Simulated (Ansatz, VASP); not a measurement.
One calculation of C, two programs

```
C
1.0
     1.22278   -2.11673    0.00000
     1.22278    2.11673    0.00000
     0.00000    0.00000    6.73493
C
4
Direct
  0.08330 0.91670 0.75000
  0.58330 0.41670 0.25000
  0.91670 0.08330 0.25000
  0.41670 0.58330 0.75000
```

Alike in both runs: functional LDA; k mesh 18 × 18 × 6; occupations gaussian, width 0.1 eV; no spin polarisation.

Ansatz relaxed the structure, and its values are those at the end. VASP's run is a single point on that final structure, the one shown.

|  | VASP | Ansatz |
| --- | --- | --- |
| version | VASP 6.6.1 | Ansatz 0.2.0 |
| potentials or method | VASP PAW LDA potentials, release 64 (C) | scalar-relativistic, plane waves, PAW |
| plane-wave cutoff (eV) | 520 | 420 |
| valence electrons in the cell | 16 | 16 |

VASP gave:

* gap on the k mesh at the Fermi level (eV): none
* pressure (GPa): 0.8

Question: Which values does Ansatz return?

Answer: gap on the k mesh at the Fermi level (eV): none; pressure (GPa): 0.0.

A gap of «none» marks a metal or a gap that the smearing closes.
